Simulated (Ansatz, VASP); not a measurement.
Ga2O3: VASP beside Ansatz

```
CELL_PARAMETERS angstrom
6.10700 -1.51855 0.00000
6.10700 1.51855 0.00000
-1.38599 0.00000 5.63001
ATOMIC_POSITIONS crystal
Ga 0.34134 0.34134 0.68598
Ga 0.65866 0.65866 0.31402
Ga 0.90950 0.90950 0.20540
Ga 0.09050 0.09050 0.79460
O 0.50410 0.50410 0.74340
O 0.49590 0.49590 0.25660
O 0.82670 0.82670 0.43680
O 0.17330 0.17330 0.56320
O 0.83550 0.83550 0.89020
O 0.16450 0.16450 0.10980
```

Alike in both runs: functional PBE; k mesh 7 × 7 × 4; occupations fermi-dirac, width 0.05 eV; no spin polarisation.

|  | VASP | Ansatz |
| --- | --- | --- |
| version | VASP 6.6.1 | Ansatz 0.2.0 |
| potentials or method | VASP PAW PBE potentials, release 64 (Ga_d, O) | Ansatz PAW |
| plane-wave cutoff (eV) | 520 | 420 |
| valence electrons in the cell | 88 | 88 |
| task | band structure | single point |

```tsv
	VASP	Ansatz	Ansatz less VASP
gap on the k mesh at the Fermi level (eV)	2.42	2.44	+0.015
least direct gap on the mesh (eV)	2.44	2.46	+0.013
pressure (GPa)	10.2	9.6	-0.64
largest component of the traceless stress (GPa)	0.78	0.67	-0.102
rms of the force components (eV/Å)	0.087	0.082	-0.0050
```

Atom by atom the forces differ by 0.010 eV/Å (rms over components).

Caveats: odd divisions of the mesh miss points on the zone boundary, where band edges often lie, so the gap on the mesh can be too wide (Ansatz); the pressure holds a Pulay correction of +0.8 GPa for the finite cutoff (Ansatz). Expect the measured gap to be larger: semilocal functionals such as PBE lack the derivative discontinuity.
